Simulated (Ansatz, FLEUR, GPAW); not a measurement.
# Ge: programs and potentials compared

```
Ge
1.0
     0.00000    2.82891    2.82891
     2.82891    0.00000    2.82891
     2.82891    2.82891    0.00000
Ge
2
Direct
  0.75000 0.75000 0.75000
  0.50000 0.50000 0.50000
```

Alike in all runs: task band structure; functional RPBE; k mesh 8 × 8 × 8; occupations fermi-dirac, width 0.05 eV; no spin polarisation; no spin-orbit coupling. Pressure is positive in compression and, in plane waves, holds the error of the finite cutoff, which Ansatz's Pulay term estimates and takes out. Gaps are the smaller of the mesh's and the band path's.

```json
{"program and potentials": "Ansatz, Ansatz PAW", "plane-wave cutoff (eV)": "420", "notes": "potentials made for PBE, which Ansatz adapts in part; 14 valence electrons an atom on average; Pulay term of +0.03 GPa included", "band gap (eV)": "0.14", "pressure (GPa)": "5.43"}
{"program and potentials": "Ansatz, all-electron LAPW, scalar-relativistic", "plane-wave cutoff (eV)": "-", "notes": "-", "band gap (eV)": "0.15", "pressure (GPa)": "5.41"}
{"program and potentials": "GPAW, the program's PAW data sets (release 1.2.1) made for this functional", "plane-wave cutoff (eV)": "600", "notes": "4 valence electrons an atom on average", "band gap (eV)": "0.20", "pressure (GPa)": "5.70"}
{"program and potentials": "FLEUR, all-electron, FLAPW", "plane-wave cutoff (eV)": "-", "notes": "-", "band gap (eV)": "0.35", "pressure (GPa)": "-"}
```

The band gap spans 0.14 (Ansatz, Ansatz PAW) to 0.35 eV (FLEUR, all-electron, FLAPW), with all-electron results at 0.15 to 0.35. The pressure spans 5.41 (Ansatz, all-electron LAPW, scalar-relativistic) to 5.70 GPa (GPAW, the program's PAW data sets (release 1.2.1) made for this functional), with all-electron results at 5.41. Some sets were made for another functional than the one run, which can shift their rows.

The functional is the same throughout but for its coding, so the spread measures potentials, basis and numerics; runs on potential files found faulty are left out.
